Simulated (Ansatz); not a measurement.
# GaSb: the cost of one run

Method: DFT PBE, scalar-relativistic, plane waves, PAW, in Ansatz 0.2.0.

The COD entry's cell or inner coordinates are ideal or old and differ from later refinements, so a difference from it is no clean test against experiment.

## Step 1: The starting structure

It takes space group F-43m (No. 216, cubic). Conventional cell: a = 6.118 Å, b = 6.118 Å, c = 6.118 Å, α = 90.00°, β = 90.00°, γ = 90.00°. Ga (site symmetry -43m) is surrounded by 4 Sb at 2.65 Å. Sb (site symmetry -43m) is surrounded by 4 Ga at 2.65 Å.

Coordinates:

```cif
data_structure
_symmetry_space_group_name_H-M 'F-43m'
_symmetry_Int_Tables_number 216
_cell_length_a 6.1180
_cell_length_b 6.1180
_cell_length_c 6.1180
_cell_angle_alpha 90.000
_cell_angle_beta 90.000
_cell_angle_gamma 90.000
_cell_volume 229.00
loop_
_atom_site_label
_atom_site_type_symbol
_atom_site_symmetry_multiplicity
_atom_site_Wyckoff_symbol
_atom_site_fract_x
_atom_site_fract_y
_atom_site_fract_z
_atom_site_occupancy
Ga1 Ga 4 a 0.00000 0.00000 0.00000 1
Sb1 Sb 4 c 0.25000 0.75000 0.75000 1
```

The runs take a perfect supercell of 54 atoms; the defect goes to fractional position (0.000, 0.000, 0.000).

## Step 2: The perfect supercell

Contents of input.yaml:

```yaml
crystal:
  lattice:
    - [0.0, 9.177, 9.177]
    - [9.177, 0.0, 9.177]
    - [9.177, 9.177, 0.0]
  atoms:
    - { symbol: Ga, position: [0.0, 0.0, 0.0] }
    - { symbol: Ga, position: [0.0, 0.0, 0.333333] }
    - { symbol: Ga, position: [0.0, 0.0, 0.666667] }
    - { symbol: Ga, position: [0.0, 0.333333, 0.0] }
    - { symbol: Ga, position: [0.0, 0.333333, 0.333333] }
    - { symbol: Ga, position: [0.0, 0.333333, 0.666667] }
    - { symbol: Ga, position: [0.0, 0.666667, 0.0] }
    - { symbol: Ga, position: [0.0, 0.666667, 0.333333] }
    - { symbol: Ga, position: [0.0, 0.666667, 0.666667] }
    - { symbol: Ga, position: [0.333333, 0.0, 0.0] }
    - { symbol: Ga, position: [0.333333, 0.0, 0.333333] }
    - { symbol: Ga, position: [0.333333, 0.0, 0.666667] }
    - { symbol: Ga, position: [0.333333, 0.333333, 0.0] }
    - { symbol: Ga, position: [0.333333, 0.333333, 0.333333] }
    - { symbol: Ga, position: [0.333333, 0.333333, 0.666667] }
    - { symbol: Ga, position: [0.333333, 0.666667, 0.0] }
    - { symbol: Ga, position: [0.333333, 0.666667, 0.333333] }
    - { symbol: Ga, position: [0.333333, 0.666667, 0.666667] }
    - { symbol: Ga, position: [0.666667, 0.0, 0.0] }
    - { symbol: Ga, position: [0.666667, 0.0, 0.333333] }
    - { symbol: Ga, position: [0.666667, 0.0, 0.666667] }
    - { symbol: Ga, position: [0.666667, 0.333333, 0.0] }
    - { symbol: Ga, position: [0.666667, 0.333333, 0.333333] }
    - { symbol: Ga, position: [0.666667, 0.333333, 0.666667] }
    - { symbol: Ga, position: [0.666667, 0.666667, 0.0] }
    - { symbol: Ga, position: [0.666667, 0.666667, 0.333333] }
    - { symbol: Ga, position: [0.666667, 0.666667, 0.666667] }
    - { symbol: Sb, position: [0.083333, 0.083333, 0.083333] }
    - { symbol: Sb, position: [0.083333, 0.083333, 0.416667] }
    - { symbol: Sb, position: [0.083333, 0.083333, 0.75] }
    - { symbol: Sb, position: [0.083333, 0.416667, 0.083333] }
    - { symbol: Sb, position: [0.083333, 0.416667, 0.416667] }
    - { symbol: Sb, position: [0.083333, 0.416667, 0.75] }
    - { symbol: Sb, position: [0.083333, 0.75, 0.083333] }
    - { symbol: Sb, position: [0.083333, 0.75, 0.416667] }
    - { symbol: Sb, position: [0.083333, 0.75, 0.75] }
    - { symbol: Sb, position: [0.416667, 0.083333, 0.083333] }
    - { symbol: Sb, position: [0.416667, 0.083333, 0.416667] }
    - { symbol: Sb, position: [0.416667, 0.083333, 0.75] }
    - { symbol: Sb, position: [0.416667, 0.416667, 0.083333] }
    - { symbol: Sb, position: [0.416667, 0.416667, 0.416667] }
    - { symbol: Sb, position: [0.416667, 0.416667, 0.75] }
    - { symbol: Sb, position: [0.416667, 0.75, 0.083333] }
    - { symbol: Sb, position: [0.416667, 0.75, 0.416667] }
    - { symbol: Sb, position: [0.416667, 0.75, 0.75] }
    - { symbol: Sb, position: [0.75, 0.083333, 0.083333] }
    - { symbol: Sb, position: [0.75, 0.083333, 0.416667] }
    - { symbol: Sb, position: [0.75, 0.083333, 0.75] }
    - { symbol: Sb, position: [0.75, 0.416667, 0.083333] }
    - { symbol: Sb, position: [0.75, 0.416667, 0.416667] }
    - { symbol: Sb, position: [0.75, 0.416667, 0.75] }
    - { symbol: Sb, position: [0.75, 0.75, 0.083333] }
    - { symbol: Sb, position: [0.75, 0.75, 0.416667] }
    - { symbol: Sb, position: [0.75, 0.75, 0.75] }
basis:
  ecutwfc: 420
  fft_grid_basis: typed
kpoints:
  mp_grid: { grid: [1, 1, 1] }
hamiltonian:
  xc: pbe
  pseudopotentials: { kind: paw }
scf:
  occupations: { method: gaussian, width: 0.05 }
output:
  forces: true
  stress: false
  eigenvalues: true
  bader: false
  write_density: true
  volumetric_format: npy
```

Command:

```console
ansatz run input.yaml --threads 8 --pin off --max-ram 16384MiB --backend cpu --events-out ev --progress --plain --runs-dir out
```

**Question.** How long does this run take on 8 threads of Arm Neoverse V2, shared host, and how much memory does it need?

About 8.3 s, with a peak of 2.2 GiB.
